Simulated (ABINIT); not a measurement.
Runs of ABINIT 10.8.3 (patched build) on Mg. The structure is hexagonal, space group P6_3/mmc (No. 194). Conventional cell: a = 3.177 Å, b = 3.177 Å, c = 10.319 Å, α = 90.00°, β = 90.00°, γ = 120.00°. Mg (site symmetry -6m2) has 12 Mg at 3.17 to 3.18 Å as nearest neighbours. Mg (site symmetry -3m) is surrounded by 12 Mg at 3.17 to 3.18 Å. 

```tsv
task	level	k mesh	cutoff (eV)	fine-grid cutoff	mesh quality	gap on the mesh (eV)	pressure (GPa)
single point	PBEsol	6 × 6 × 2	517	1034.03 eV	coarse	none	-0.4
band structure	PW91	10 × 10 × 3	517	1034.03 eV	not flagged	none	0.5
band structure	HCTH407	10 × 10 × 3	517	1034.03 eV	not flagged	none	-0.5
band structure	AM05	10 × 10 × 3	517	1034.03 eV	not flagged	none	-0.1
band structure	PBEsol	10 × 10 × 3	517	1034.03 eV	not flagged	none	-0.2
band structure	BP86	10 × 10 × 3	517	1034.03 eV	not flagged	none	(b)
single point	PBE	6 × 6 × 2	517	1034.03 eV	coarse	none	(a)
```

Alike in all rows: potentials or basis JTH PAW PBE v2.0; no spin polarisation; cell as given; smearing fermi-dirac 0.05 eV.

Estimate the missing entries.

(a) 0.3; (b) 0.6.

Caveats: some runs use coarse meshes; the PAW data sets were made with another functional, which shifts forces and pressure a little (some runs).

A gap of «none» marks a metal or a gap under the smearing width.
